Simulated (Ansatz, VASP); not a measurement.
Given: the input of a run of VASP 6.6.1 on Ca.

File INCAR:

```
PREC     = Accurate       # precision mode
ENCUT    = 520            # plane-wave cutoff, eV
EDIFF    = 1E-6           # SCF threshold, eV
ISMEAR   = -5             # smearing method
SIGMA    = 0.1            # smearing width, eV
LREAL    = F              # projectors in reciprocal space
LASPH    = T              # aspherical terms in the spheres
NELM     = 80             # most SCF steps
ALGO     = Fast           # electronic algorithm
ISIF     = 2              # what is computed and relaxed
LWAVE    = F              # write WAVECAR
LCHARG   = F              # write CHGCAR
GGA      = RE             # functional
NBANDS   = 11             # bands
```

KPOINTS

```
Automatic mesh
0
Gamma
  9 9 9
```

POSCAR

```
Ca
1.0
   -2.2052049036      2.2052049036      2.1961148100
    2.2052049036     -2.2052049036      2.1961148100
    2.2052049036      2.2052049036     -2.1961148100
Ca
1
Direct
    0.5000000000      0.5000000000      0.0000000000
```

Potentials or basis: VASP PAW PBE potentials, release 64 (Ca_sv).

Launch:

```sh
$ cat potpaw_PBE.64/Ca_sv/POTCAR > POTCAR
$ mpirun -np 1 vasp_std > vasp.out
```

Q: Set up the same calculation for Ansatz 0.2.0. Potentials there: Ansatz PAW polarizable.

A: As run (the cutoff follows the program's own potentials):

File input.yaml:

```yaml
crystal:
  lattice:
    - [-2.2052049036, 2.2052049036, 2.19611481]
    - [2.2052049036, -2.2052049036, 2.19611481]
    - [2.2052049036, 2.2052049036, -2.19611481]
  atoms:
    - { symbol: Ca, position: [0.5, 0.5, 0.0] }
hamiltonian:
  xc: revpbe
  pseudopotentials: { kind: paw, partial_waves: polarizable }
kpoints:
  mp_grid: { grid: [9, 9, 9] }
scf:
  occupations: { method: tetrahedron }
output:
  forces: true
  stress: true
```

Potentials or basis: Ansatz PAW polarizable.

Command:

```bash
$ ansatz run input.yaml --threads 1 --pin off --max-ram 2560MiB --backend cpu --events-out ev --progress --plain --runs-dir out
```

Both were run:

|  | VASP | Ansatz | Ansatz less VASP |
| --- | --- | --- | --- |
| gap on the k mesh at the Fermi level (eV) | none | none | - |
| pressure (GPa) | 0.3 | 0.3 | 0.00 |
| largest component of the traceless stress (GPa) | 0.13 | 0.04 | -0.089 |

A gap of «none» marks a metal or a gap that the smearing closes.

Caveats: the PAW data sets were made with another functional, which shifts forces and pressure a little (VASP); tetrahedron occupations give inexact forces and stress in metals (VASP); the PAW data sets come from PBE, with cores solved anew for the run's functional, which leaves a small shift of forces and pressure (Ansatz); with tetrahedron occupations forces and stress needn't match the slope of the energy (Ansatz).
